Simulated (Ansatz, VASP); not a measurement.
# Two plane-wave programs on TiAl

```
Ti Al
1.0
     2.82851    0.00000    0.00000
    -1.41426    2.44956    0.00000
     0.00000    0.00000    4.61486
Ti Al
1 1
Direct
  0.00000 0.00000 0.00000
  0.33333 0.66667 0.50000
```

The cell comes from a database or a generator and needn't be the stable form of this composition.

Alike in both runs: task single point; functional r2SCAN; k mesh 12 × 12 × 6; occupations fermi-dirac, width 0.15 eV; no spin polarisation.

|  | VASP | Ansatz |
| --- | --- | --- |
| version | VASP 6.6.1 | Ansatz 0.2.0 |
| potentials or method | VASP PAW PBE potentials, release 64 (Ti_sv, Al) | plane waves, PAW |
| plane-wave cutoff (eV) | 520 | 600 |
| valence electrons in the cell | 15 | 15 |

|  | VASP | Ansatz | Ansatz less VASP |
| --- | --- | --- | --- |
| pressure (GPa) | 4.1 | 4.0 | -0.09 |
| largest component of the traceless stress (GPa) | 1.38 | 1.39 | +0.014 |

Caveats: the PAW data sets were made with another functional, which shifts forces and pressure a little (VASP).
